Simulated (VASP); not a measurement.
# NaF (Villiaumite) (Fm-3m) in VASP: settings compared, part 2 of 2

VASP 6.6.1.

## 4. Relaxation of cell and atoms, PBEsol

Contents of INCAR:

```
ALGO = Normal ; EDIFF = 1E-6
EDIFFG = -0.01 ; ENCUT = 600
GGA = PS ; IBRION = 2
ISIF = 3 ; ISMEAR = 0
LASPH = True ; LCHARG = False
LREAL = False ; LWAVE = False
NELM = 80 ; NSW = 90
PREC = Accurate ; SIGMA = 0.03
```

Contents of KPOINTS:

```
k-points
0
Gamma
  10 10 10
```

Contents of POSCAR:

```
NaF
1.0
    0.0000000000      2.3200000000      2.3200000000
    2.3200000000      0.0000000000      2.3200000000
    2.3200000000      2.3200000000      0.0000000000
Na F
1 1
Direct
    0.0000000000      0.0000000000      0.0000000000
    0.5000000000      0.5000000000      0.5000000000
```

Potentials or basis: VASP PAW PBE potentials, release 64 (Na_pv, F).

Started as:

```sh
$ cat potpaw_PBE.64/Na_pv/POTCAR potpaw_PBE.64/F/POTCAR > POTCAR
$ mpirun -np 1 vasp_std > vasp.out
```

OUTCAR:

```text
EDIFF = 1E-6
   EDIFFG = -0.01
   ENCUT = 600
   GGA = PS
   IBRION = 2
   ISIF = 3
   ISMEAR = 0
   LASPH = True
   LREAL = False
   NELM = 80
   NSW = 90
   PREC = Accurate

 ion  position               nearest neighbor table
   1  0.000  0.000  0.000-   2 2.32   2 2.32   2 2.32   2 2.32   2 2.32   2 2.32
   2  0.500  0.500  0.500-   1 2.32   1 2.32   1 2.32   1 2.32   1 2.32   1 2.32

  LATTYP: Found a face centered cubic cell.
 ALAT       =     4.6400000000

  Lattice vectors:

 A1 = (   0.0000000000,   2.3200000000,   2.3200000000)
 A2 = (   2.3200000000,   0.0000000000,   2.3200000000)
 A3 = (   2.3200000000,   2.3200000000,   0.0000000000)

Analysis of symmetry for initial positions (statically):
=====================================================================
 Subroutine PRICEL returns:
 Original cell was already a primitive cell.

 Routine SETGRP: Setting up the symmetry group for a
 face centered cubic supercell.

 Subroutine GETGRP returns: Found 48 space group operations
 (whereof 48 operations were pure point group operations)
 out of a pool of 48 trial point group operations.

The static configuration has the point symmetry O_h .

Analysis of symmetry for dynamics (positions and initial velocities):
=====================================================================
 Subroutine PRICEL returns:
 Original cell was already a primitive cell.

 Routine SETGRP: Setting up the symmetry group for a
 face centered cubic supercell.

 Subroutine GETGRP returns: Found 48 space group operations
 (whereof 48 operations were pure point group operations)
 out of a pool of 48 trial point group operations.

The dynamic configuration has the point symmetry O_h .

 Subroutine INISYM returns: Found 48 space group operations
 (whereof 48 operations are pure point group operations),
 and found     1 'primitive' translations

[... 137 lines left out ...]

 Free energy of the ion-electron system (eV)
  ---------------------------------------------------
  ext. energy  EPLUGINS =         0.00000000
  ---------------------------------------------------
  free energy    TOTEN  =        -8.77069204 eV

  energy without entropy =       -8.77069204  energy(sigma->0) =       -8.77069204

------------------------ aborting loop because EDIFF is reached ----------------------------------------

  FORCE on cell =-STRESS in cart. coord.  units (eV):
  Direction    XX          YY          ZZ          XY          YZ          ZX
  --------------------------------------------------------------------------------------
  -------------------------------------------------------------------------------------
  Total       -0.0770569     -0.0770569     -0.0770569     -0.0000000      0.0000000     -0.0000000
  in kB       -4.9434272     -4.9434272     -4.9434272     -0.0000000      0.0000000     -0.0000000
  external PRESSURE =      -4.9434272 kB  Pullay stress =       0.0000000 kB
[... 59 lines left out ...]
--------------------------------------- Ionic step        3  -------------------------------------------

 number of electron      14.0000006 magnetization

 Free energy of the ion-electron system (eV)
  ---------------------------------------------------
  ext. energy  EPLUGINS =         0.00000000
  ---------------------------------------------------
  free energy    TOTEN  =        -8.77101261 eV

  energy without entropy =       -8.77101261  energy(sigma->0) =       -8.77101261

 E-fermi :  -1.9314     XC(G=0):  -9.3525

 val. band max:       -2.1627592715   @ k =   0.0000   0.0000   0.0000
 cond. band min:       4.0197566258   @ k =   0.0000   0.0000   0.0000
 fundamental gap:      6.1825158973
 Fermi energy:        -1.9313672375

 k-point     1 :       0.0000    0.0000    0.0000
  band No.  band energies     occupation
      1     -21.2265      2.00000
      2     -20.9194      2.00000
      3     -20.9194      2.00000
      4     -20.9194      2.00000
      5      -2.1628      2.00000
      6      -2.1628      2.00000
      7      -2.1628      2.00000
      8       4.0198      0.00000
      9      16.7093      0.00000
     10      16.7093      0.00000
     11      16.7093      0.00000
[... 309 lines left out ...]
 k-point    24 :       0.4000    0.3000    0.0000
  band No.  band energies     occupation
      1     -21.4584      2.00000
      2     -20.9694      2.00000
      3     -20.9610      2.00000
      4     -20.5592      2.00000
      5      -3.3660      2.00000
      6      -2.5529      2.00000
      7      -2.4954      2.00000
      8       8.3054      0.00000
      9      11.5016      0.00000
     10      14.4983      0.00000
     11      17.3645      0.00000

 [... further k-points ...]

------------------------ aborting loop because EDIFF is reached ----------------------------------------

  FORCE on cell =-STRESS in cart. coord.  units (eV):
  Direction    XX          YY          ZZ          XY          YZ          ZX
  --------------------------------------------------------------------------------------
  -------------------------------------------------------------------------------------
  Total        0.0009049      0.0009049      0.0009049      0.0000000     -0.0000000      0.0000000
  in kB        0.0584999      0.0584999      0.0584999      0.0000000     -0.0000000      0.0000000
  external PRESSURE =       0.0584999 kB  Pullay stress =       0.0000000 kB
[... 17 lines left out ...]
  FREE ENERGIE OF THE ION-ELECTRON SYSTEM (eV)
  ---------------------------------------------------
  free  energy   TOTEN  =        -8.7710126074 eV

  energy  without entropy=       -8.7710126074  energy(sigma->0) =       -8.77101261

 reached required accuracy - stopping structural energy minimisation
```

OSZICAR:

```text
N       E                     dE             d eps       ncg     rms          rms(c)
DAV:   1     0.118926077266E+03    0.11893E+03   -0.87765E+03  1043   0.167E+03
DAV:   2    -0.250543246508E+01   -0.12143E+03   -0.11272E+03  1122   0.391E+02
DAV:   3    -0.946738966915E+01   -0.69620E+01   -0.69376E+01  1211   0.932E+01
DAV:   4    -0.953963996298E+01   -0.72250E-01   -0.72239E-01  1130   0.103E+01
[... 18 lines left out ...]
DAV:   1    -0.877159115759E+01   -0.62222E-03   -0.11351E-02  1220   0.183E+00    0.190E-01
DAV:   2    -0.877106368970E+01    0.52747E-03   -0.21935E-03  1226   0.522E-01    0.512E-02
DAV:   3    -0.877102711953E+01    0.36570E-04   -0.76706E-05  1150   0.228E-01    0.265E-02
DAV:   4    -0.877101307948E+01    0.14040E-04   -0.12541E-05  1166   0.134E-01    0.425E-03
DAV:   5    -0.877101260744E+01    0.47204E-06   -0.19859E-06   875   0.247E-02
   3 F= -.87710126E+01 E0= -.87710126E+01  d E =-.320571E-03
```

CONTCAR:

```text
NaF
   1.00000000000000
    -0.0000000000000000    2.3140630839649519    2.3140630839649519
     2.3140630839649519    0.0000000000000000    2.3140630839649519
     2.3140630839649519    2.3140630839649519    0.0000000000000000
  Na              F
     1     1
Direct
     0.0000000000000000    0.0000000000000000    0.0000000000000000
     0.5000000000000000    0.5000000000000000    0.5000000000000000

  0.00000000E+00  0.00000000E+00  0.00000000E+00
  0.00000000E+00  0.00000000E+00  0.00000000E+00
```

It took 13 s on 1 thread of Intel Xeon 6975P-C (Granite Rapids), shared host; peak memory 0.15 GiB.

Results:

```
Free energy                            : -8.7710 eV
Relaxed volume                         : 12.39 Å³/atom
Relaxed cell                           : a = 3.273 Å, b = 3.273 Å, c = 3.273 Å, α = 60.00°, β = 60.00°, γ = 60.00°
Space group after relaxing (to 0.05 Å) : Fm-3m (No. 225)
Energy gained by relaxing              : 0.2 meV/atom
Ionic steps                            : 3
Pressure after relaxing                : 0.0 GPa
Band gap on the k mesh                 : 6.18 eV, direct
```

The path:
| step | energy change (eV) | largest force (eV/Å) | pressure (GPa) | volume (Å³) |
| --- | --- | --- | --- | --- |
| 1 | 0.0000 | 0.0000 | -0.49 | 24.97 |
| 2 | -0.0003 | 0.0000 | -0.14 | 24.84 |
| 3 | -0.0003 | 0.0000 | 0.01 | 24.78 |

Final structure:
```cif
data_structure
_symmetry_space_group_name_H-M 'P 1'
_symmetry_Int_Tables_number 1
_cell_length_a 3.2726
_cell_length_b 3.2726
_cell_length_c 3.2726
_cell_angle_alpha 60.000
_cell_angle_beta 60.000
_cell_angle_gamma 60.000
_cell_volume 24.78
loop_
_atom_site_label
_atom_site_type_symbol
_atom_site_fract_x
_atom_site_fract_y
_atom_site_fract_z
_atom_site_occupancy
Na1 Na 0.00000 0.00000 0.00000 1
F1 F 0.50000 0.50000 0.50000 1
```

Caveat: the PAW data sets were made with another functional, which shifts forces and pressure a little. A hybrid or GW would open this gap; PBEsol tends to underestimate it.

## 5. The runs side by side

| task | level | potentials or basis | cell | gap on the mesh (eV) | pressure (GPa) |
| --- | --- | --- | --- | --- | --- |
| relaxation of the atoms | LDA | VASP PAW LDA potentials, release 64 (Na_pv, F) | atoms relaxed from: a relaxed cell with its volume scaled by 1.04 | 6.23 | -2.2 |
| relaxation of the atoms | LDA | VASP PAW LDA potentials, release 64 (Na_pv, F) | atoms relaxed from: a relaxed cell with its volume scaled by 1.06 | 6.12 | -3.2 |
| relaxation of cell and atoms | PBEsol | VASP PAW PBE potentials, release 64 (Na_pv, F) | relaxed | 6.18 | 0.0 |

Alike in all rows: no spin polarisation; k mesh 10 × 10 × 10; cutoff (eV) 600; smearing gaussian 0.03 eV.

Caveats: the relaxation stopped at its first step, so nothing moved (some runs); the PAW data sets were made with another functional, which shifts forces and pressure a little (some runs).

Total energies depend on the potentials used, so only differences within one code and one set of settings carry meaning.
